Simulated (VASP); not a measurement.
# WC (Fm-3m) in VASP: a series of runs, part 2 of 2

VASP 6.6.1.

## Step 3: Relaxation of cell and atoms, PBEsol

Contents of INCAR:

```
SYSTEM = WC
PREC     = Accurate       ! precision mode
ENCUT    = 600            ! plane-wave cutoff, eV
EDIFF    = 1E-6           ! SCF threshold, eV
ISMEAR   = -1             ! smearing method
SIGMA    = 0.05           ! smearing width, eV
LREAL    = .FALSE.        ! projectors in reciprocal space
LASPH    = .TRUE.         ! aspherical terms in the spheres
NELM     = 100            ! most SCF steps
ALGO     = Normal         ! electronic algorithm
ISIF     = 3              ! what is computed and relaxed
LWAVE    = .FALSE.        ! write WAVECAR
LCHARG   = .FALSE.        ! write CHGCAR
GGA      = PS             ! functional
IBRION   = 2              ! ionic algorithm
NSW      = 60             ! ionic steps
EDIFFG   = -0.01          ! ionic threshold
```

Contents of KPOINTS:

```
regular mesh
0
G
  7 7 7
  0 0 0
```

Contents of POSCAR:

```
WC
1.0
    0.0000000000      2.1926840000      2.1926840000
    2.1926840000      0.0000000000      2.1926840000
    2.1926840000      2.1926840000      0.0000000000
W C
1 1
Direct
    0.0000000000      0.0000000000      0.0000000000
    0.5000000000      0.5000000000      0.5000000000
```

Potentials or basis: VASP PAW PBE potentials, release 64 (W_sv, C).

On the command line:

```
$ cat potpaw_PBE.64/W_sv/POTCAR potpaw_PBE.64/C/POTCAR > POTCAR
$ mpirun -np 1 vasp_std > vasp.out
```

OUTCAR:

```text
SYSTEM = WC
   PREC = Accurate
   ENCUT = 600
   EDIFF = 1E-6
   ISMEAR = -1
   LREAL = .FALSE.
   LASPH = .TRUE.
   NELM = 100
   ISIF = 3
   GGA = PS
   IBRION = 2
   NSW = 60
   EDIFFG = -0.01

 ion  position               nearest neighbor table
   1  0.000  0.000  0.000-   2 2.19   2 2.19   2 2.19   2 2.19   2 2.19   2 2.19
   2  0.500  0.500  0.500-   1 2.19   1 2.19   1 2.19   1 2.19   1 2.19   1 2.19

  LATTYP: Found a face centered cubic cell.
 ALAT       =     4.3853680000

  Lattice vectors:

 A1 = (   0.0000000000,   2.1926840000,   2.1926840000)
 A2 = (   2.1926840000,   0.0000000000,   2.1926840000)
 A3 = (   2.1926840000,   2.1926840000,   0.0000000000)

Analysis of symmetry for initial positions (statically):
=====================================================================
 Subroutine PRICEL returns:
 Original cell was already a primitive cell.

 Routine SETGRP: Setting up the symmetry group for a
 face centered cubic supercell.

 Subroutine GETGRP returns: Found 48 space group operations
 (whereof 48 operations were pure point group operations)
 out of a pool of 48 trial point group operations.

The static configuration has the point symmetry O_h .

Analysis of symmetry for dynamics (positions and initial velocities):
=====================================================================
 Subroutine PRICEL returns:
 Original cell was already a primitive cell.

 Routine SETGRP: Setting up the symmetry group for a
 face centered cubic supercell.

 Subroutine GETGRP returns: Found 48 space group operations
 (whereof 48 operations were pure point group operations)
 out of a pool of 48 trial point group operations.

The dynamic configuration has the point symmetry O_h .

 Subroutine INISYM returns: Found 48 space group operations
 (whereof 48 operations are pure point group operations),
 and found     1 'primitive' translations

----------------------------------------------------------------------------------------

                                     Primitive cell

  volume of cell :      21.0842

  direct lattice vectors                    reciprocal lattice vectors
     0.000000000  2.192684000  2.192684000    -0.228031034  0.228031034  0.228031034
     2.192684000  0.000000000  2.192684000     0.228031034 -0.228031034  0.228031034
     2.192684000  2.192684000  0.000000000     0.228031034  0.228031034 -0.228031034

  length of vectors
     3.100923451  3.100923451  3.100923451     0.394961337  0.394961337  0.394961337

  position of ions in fractional coordinates (direct lattice)
     0.000000000  0.000000000  0.000000000
     0.500000000  0.500000000  0.500000000

  ion indices of the primitive-cell ions
   primitive index   ion index
                 1           1
                 2           2

----------------------------------------------------------------------------------------

 KPOINTS: regular mesh

Automatic generation of k-mesh.
 Grid dimensions read from file:
 generate k-points for:    7    7    7

 Generating k-lattice:

  Cartesian coordinates                     Fractional coordinates (reciprocal lattice)
    -0.032575862  0.032575862  0.032575862     0.142857143  0.000000000  0.000000000
     0.032575862 -0.032575862  0.032575862     0.000000000  0.142857143  0.000000000
     0.032575862  0.032575862 -0.032575862     0.000000000  0.000000000  0.142857143

  Length of vectors
     0.056423048  0.056423048  0.056423048

  Shift w.r.t. Gamma in fractional coordinates (k-lattice)
     0.000000000  0.000000000  0.000000000

 Subroutine IBZKPT returns following result:
 ===========================================

 Found     20 irreducible k-points:

 Following reciprocal coordinates:
            Coordinates               Weight
  0.000000  0.000000  0.000000      1.000000
  0.142857  0.000000  0.000000      8.000000
  0.285714  0.000000  0.000000      8.000000
  0.428571  0.000000  0.000000      8.000000
  0.142857  0.142857  0.000000      6.000000
  0.285714  0.142857  0.000000     24.000000
[... 12 lines left out ...]
 -0.428571  0.428571  0.142857     24.000000
 -0.285714  0.428571  0.142857     24.000000
   k-points           NKPTS =     20   k-points in BZ     NKDIM =     20   number of bands    NBANDS=     13
   number of dos      NEDOS =    301   number of ions     NIONS =      2
   total plane-waves  NPLWV =  21952
   dimension x,y,z NGX =    28 NGY =   28 NGZ =   28
   dimension x,y,z NGXF=    56 NGYF=   56 NGZF=   56
   ions per type =               1   1
   NGX,Y,Z   is equivalent  to a cutoff of  15.01, 15.01, 15.01 a.u.
   NGXF,Y,Z  is equivalent  to a cutoff of  30.02, 30.02, 30.02 a.u.
 SYSTEM =  WC
   PREC   = accura    normal or accurate (medium, high low for compatibility)
   ISTART =      0    job   : 0-new  1-cont  2-samecut
   ICHARG =      2    charge: 1-file 2-atom 10-const
   ISPIN  =      1    spin polarized calculation?
   LNONCOLLINEAR =      F non collinear calculations
   LSORBIT =      F    spin-orbit coupling
   LASPH  =      T    aspherical Exc in radial PAW
   ENCUT  =  600.0 eV  44.10 Ry    6.64 a.u.   6.19  6.19  6.19*2*pi/ulx,y,z
   NELM   =    100;   NELMIN=  2; NELMDL= -5     # of ELM steps
   EDIFF  = 0.1E-05   stopping-criterion for ELM
   LREAL  =      F    real-space projection
   EDIFFG = -.1E-01   stopping-criterion for IOM
   NSW    =     60    number of steps for IOM
   IBRION =      2    ionic relax: 0-MD 1-quasi-New 2-CG
   NFREE  =      1    steps in history (QN), initial steepest desc. (CG)
   ISIF   =      3    stress and relaxation
   ISYM   =      2    0-nonsym 1-usesym 2-fastsym
   POTIM  = 0.5000    time-step for ionic-motion
   TEBEG  =    0.0;   TEEND  =   0.0 temperature during run
   PSTRESS=    0.0 pullay stress
   NELECT =      18.0000    total number of electrons
   NUPDOWN=      -1.0000    fix difference up-down
   EMIN   =  10.00;   EMAX   =-10.00  energy-range for DOS
   EFERMI =   0.00;   METHOD = LEGACY
   ISMEAR =    -1;   SIGMA  =   0.05  broadening in eV -4-tet -1-fermi 0-gaus
   EFERMI_NEDOS =   21; number of points for ismear=-14 and -15
   IALGO  =     38    algorithm
   IMIX   =      4    mixing-type and parameters
     AMIX     =   0.40;   BMIX     =  1.00
     AMIX_MAG =   1.60;   BMIX_MAG =  1.00
  volume/ion in A,a.u.               =      10.54        71.14
  Fermi-wavevector in a.u.,A,eV,Ry     =   1.553029  2.934800 32.815887  2.411900
  Thomas-Fermi vector in A             =   2.657319
   LORBIT       =      0    0 simple, 1 ext, 2 COOP (PROOUT), +10 PAW based schemes
   GGA     = PS    functional components
   LHFCALC =     F    Hartree Fock is set to
   AEXX    =    0.0000 exact exchange contribution
   IVDW    =     0    specifies the selected vdW correction
   LEPSILON=     F    determine dielectric tensor
   LRPA    =     F    only Hartree local field effects (RPA)
 conjugate gradient relaxation of ions
 non-spin polarized calculation
  energy-cutoff  :      600.00
  volume of cell :       21.08
 maximum number of plane-waves:       725
 NGX is ok and might be reduce to    28
   NGX = 13   NGY = 13   NGZ = 13

--------------------------------------- Ionic step        1  -------------------------------------------

 number of electron      18.0000001 magnetization

 Free energy of the ion-electron system (eV)
  ---------------------------------------------------
  ext. energy  EPLUGINS =         0.00000000
  ---------------------------------------------------
  free energy    TOTEN  =       -23.01069459 eV

  energy without entropy =      -23.00487639  energy(sigma->0) =      -23.00778549

------------------------ aborting loop because EDIFF is reached ----------------------------------------

  FORCE on cell =-STRESS in cart. coord.  units (eV):
  Direction    XX          YY          ZZ          XY          YZ          ZX
  --------------------------------------------------------------------------------------
  -------------------------------------------------------------------------------------
  Total       -1.2441841     -1.2441841     -1.2441841     -0.0000000     -0.0000000      0.0000000
  in kB      -94.5446807    -94.5446807    -94.5446807     -0.0000000     -0.0000000      0.0000000
  external PRESSURE =     -94.5446807 kB  Pullay stress =       0.0000000 kB
[... 93 lines left out ...]
  energy  without entropy=      -23.0214401657  energy(sigma->0) =      -23.02408758

--------------------------------------- Ionic step        4  -------------------------------------------

 number of electron      18.0000001 magnetization

 Free energy of the ion-electron system (eV)
  ---------------------------------------------------
  ext. energy  EPLUGINS =         0.00000000
  ---------------------------------------------------
  free energy    TOTEN  =       -23.02674464 eV

  energy without entropy =      -23.02146079  energy(sigma->0) =      -23.02410271

 E-fermi :  12.4107     XC(G=0): -13.9851

 val. band max:       12.3105664397   @ k =  -0.1429   0.1429   0.0000
 cond. band min:      12.5529798480   @ k =   0.2857   0.1429   0.0000
 fundamental gap:      0.2424134083
 Fermi energy:        12.4107277013

 k-point     1 :       0.0000    0.0000    0.0000
  band No.  band energies     occupation
      1     -62.7412      2.00000
      2     -26.7324      2.00000
      3     -26.7324      2.00000
      4     -26.7324      2.00000
      5      -3.3565      2.00000
      6       9.7754      2.00000
      7       9.7754      2.00000
      8       9.7754      2.00000
      9      11.5737      2.00000
     10      11.5737      2.00000
     11      11.5737      2.00000
     12      11.6308      2.00000
     13      11.6308      2.00000
[... 331 lines left out ...]
  FREE ENERGIE OF THE ION-ELECTRON SYSTEM (eV)
  ---------------------------------------------------
  free  energy   TOTEN  =       -23.0267446353 eV

  energy  without entropy=      -23.0214607940  energy(sigma->0) =      -23.02410271

 reached required accuracy - stopping structural energy minimisation
```

Wall time 16 s (1 thread of Intel Xeon 6975P-C (Granite Rapids), shared host); peak memory 0.17 GiB.

What came out:

```yaml
Free_energy: -23.0267 eV
Relaxed_volume: 10.28 Å³/atom
Relaxed_cell: a = 3.075 Å, b = 3.075 Å, c = 3.075 Å, α = 60.00°, β = 60.00°, γ = 60.00°
Space_group_after_relaxing_to_0.05_Å: Fm-3m (No. 225)
Energy_gained_by_relaxing: 8.0 meV/atom
Ionic_steps: 4
Pressure_after_relaxing: -0.1 GPa
```

The path:
| step | energy change (eV) | largest force (eV/Å) | pressure (GPa) | volume (Å³) |
| --- | --- | --- | --- | --- |
| 1 | 0.0000 | 0.0000 | -9.45 | 21.08 |
| 2 | 0.0985 | 0.0000 | 29.72 | 19.24 |
| 3 | -0.0160 | 0.0000 | -0.22 | 20.57 |
| 4 | -0.0161 | 0.0000 | -0.08 | 20.56 |

Final structure:
```
W C
1.0
     0.00000    2.17419    2.17419
     2.17419    0.00000    2.17419
     2.17419    2.17419    0.00000
W C
1 1
Direct
  0.00000 0.00000 0.00000
  0.50000 0.50000 0.50000
```

Caveat: the bands computed are all filled at some k points, so no gap is given; the PAW data sets were made with another functional, which shifts forces and pressure a little. The run has no spin-orbit coupling, so splittings on W are missing.

## Step 4: Relaxation of cell and atoms, PBEsol, spin-orbit coupling, no magnetisation

Changes to INCAR since step 3:

```diff
@@ -13,2 +13,7 @@
 LCHARG   = .FALSE.        ! write CHGCAR
+MAGMOM   = 0 0 0 0 0 0    ! initial moments
+LORBIT   = 11             ! projections on sites
+LSORBIT  = .TRUE.         ! spin-orbit coupling
+GGA_COMPAT= .FALSE.      
+LMAXMIX  = 4              ! l up to which the mixer works
 GGA      = PS             ! functional
```

KPOINTS is that of step 3.

POSCAR is that of step 3.

On the command line:

```
$ cat potpaw_PBE.64/W_sv/POTCAR potpaw_PBE.64/C/POTCAR > POTCAR
$ mpirun -np 1 vasp_ncl > vasp.out
```

Wall time 53 s (1 thread of Intel Xeon 6975P-C (Granite Rapids), shared host); peak memory 0.26 GiB.

The run converged. Its results:

```yaml
Free_energy: -23.7722 eV
Relaxed_volume: 10.31 Å³/atom
Relaxed_cell: a = 3.078 Å, b = 3.078 Å, c = 3.078 Å, α = 60.00°, β = 60.00°, γ = 60.00°
Space_group_after_relaxing_to_0.05_Å: Fm-3m (No. 225)
Energy_gained_by_relaxing: 6.6 meV/atom
Ionic_steps: 3
Pressure_after_relaxing: -0.1 GPa
Valence_electrons_inside_the_program's_atomic_spheres: W 12.13; C 2.44
```

Step by step:
```
step  energy change (eV)  largest force (eV/Å)  pressure (GPa)  volume (Å³)
   1              0.0000                0.0000           -8.54        21.08
   2              0.0780                0.0000           26.05        19.42
   3             -0.0132                0.0000           -0.14        20.61
```

Final structure:
```cif
data_structure
_symmetry_space_group_name_H-M 'P 1'
_symmetry_Int_Tables_number 1
_cell_length_a 3.0775
_cell_length_b 3.0775
_cell_length_c 3.0775
_cell_angle_alpha 60.000
_cell_angle_beta 60.000
_cell_angle_gamma 60.000
_cell_volume 20.61
loop_
_atom_site_label
_atom_site_type_symbol
_atom_site_fract_x
_atom_site_fract_y
_atom_site_fract_z
_atom_site_occupancy
W1 W 0.00000 0.00000 0.00000 1
C1 C 0.50000 0.50000 0.50000 1
```

Caveat: the PAW data sets were made with another functional, which shifts forces and pressure a little.

## Step 5: Single point, PBE

Contents of INCAR:

```
SYSTEM = WC
  ALGO = Fast
  EDIFF = 1E-6
  ENCUT = 450
  GGA = PE
  ISIF = 2
  ISMEAR = 0
  LASPH = .True.
  LCHARG = .True.
  LELF = .True.
  LREAL = .False.
  LVHAR = .True.
  LWAVE = .False.
  NBANDS = 16
  NELM = 100
  PREC = Accurate
  SIGMA = 0.02
```

Contents of KPOINTS:

```
k-points
0
Gamma
  7 7 7
  0 0 0
```

POSCAR is that of step 4.

Potentials or basis: VASP PAW PBE potentials, release 64 (W_sv_GW, C_GW).

On the command line:

```
$ cat potpaw_PBE.64/W_sv_GW/POTCAR potpaw_PBE.64/C_GW/POTCAR > POTCAR
$ mpirun -np 1 vasp_std > vasp.out
```

It took 5.5 s on 1 thread of Intel Xeon 6975P-C (Granite Rapids), shared host; peak memory 0.14 GiB.

Results (log left out):

- Free energy: -23.6690 eV
- Band gap on the k mesh: none (metal or under the smearing width)

Levels at points of the mesh, in eV from the Fermi level:
| k point | band 6 | band 7 | band 8 | band 9 | band 10 | band 11 | band 12 | band 13 |
| --- | --- | --- | --- | --- | --- | --- | --- | --- |
| (0.00, 0.00, 0.00) | -2.45 | -2.45 | -2.45 | -0.73 | -0.73 | -0.73 | -0.67 | -0.67 |

Caveat: the cutoff is under 1.25 times the usual one of these potentials, so pressure, stress and relaxed cells hold a basis-set (Pulay) error. Spin-orbit coupling is left out, which matters for the levels of W.

## Step 6: The runs side by side

| task | level | potentials or basis | spin | cell | cutoff (eV) | smearing | pressure (GPa) | relaxed volume (Å³/atom) |
| --- | --- | --- | --- | --- | --- | --- | --- | --- |
| single point | PBE | VASP PAW PBE potentials, release 64 (W_sv_GW, C_GW) | off | as given | 450 | gaussian 0.02 eV | - | - |
| relaxation of cell and atoms | PBEsol | VASP PAW PBE potentials, release 64 (W_sv, C) | off | relaxed | 600 | fermi-dirac 0.05 eV | -0.1 | 10.28 |
| relaxation of cell and atoms | PBEsol | VASP PAW PBE potentials, release 64 (W_sv, C) | SOC, no magnetisation | relaxed | 600 | fermi-dirac 0.05 eV | -0.1 | 10.31 |

Alike in all rows: k mesh 7 × 7 × 7.

Caveats: the PAW data sets were made with another functional, which shifts forces and pressure a little (some runs); the cutoff is under 1.25 times the usual one of these potentials, so pressure, stress and relaxed cells hold a basis-set (Pulay) error (some runs); the bands computed are all filled at some k points, so no gap is given (some runs).

Total energies depend on the potentials used, so only differences within one code and one set of settings carry meaning.
